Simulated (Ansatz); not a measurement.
Sn in Ansatz: convergence with scf exx energy threshold

Crystal: Sn.

```
CELL_PARAMETERS angstrom
-1.66644 1.70779 2.18280
1.79387 -1.85892 2.39165
1.69371 1.88544 -2.29756
ATOMIC_POSITIONS crystal
Sn 0.00000 0.00000 0.00000
```

This isn't the form of Sn at room conditions, which is tetragonal (white tin).

- Program: Ansatz 0.2.0
- Task: convergence study
- Functional: PBE0
- Potentials or basis: Ansatz PAW
- Cutoff: 420 eV (not typed: the program's choice for these potentials)
- k mesh: 5 × 5 × 5
- Occupations: methfessel-paxton, width 0.1 eV
- Spin: no spin polarisation

These are the settings of the first run; the series varies scf exx energy threshold, with any setting tied to it.

Hardware: 2 threads of Intel(R) Xeon(R) Platinum 8488C (Sapphire Rapids) (shared host).

| scf exx energy threshold | energy less the tightest run, at zero smearing (meV/atom) | SCF cycles | CPU time (s) | peak memory (GiB) |
| --- | --- | --- | --- | --- |
| 0.01 | 0.00 | 19 | 25 | 0.73 |
| 0.001 | 0.00 | 19 | 26 | 0.74 |
| 0.0001 | 0.00 | 20 | 30 | 0.74 |
| 1e-05 | 0.00 | 20 | 27 | 0.74 |
| 1e-06 | 0.00 | 21 | 24 | 0.75 |
| 1e-07 | 0.00 | 23 | 26 | 0.74 |

Against the tightest run, the energy stays within 1 meV/atom from 0.01 on. The tightest run that finished is the yardstick and may itself not be fully converged.

Caveat, for the tightest run too: the k mesh is coarse (spacing up to 0.50 Å⁻¹), so the values aren't converged, least of all with exact exchange.
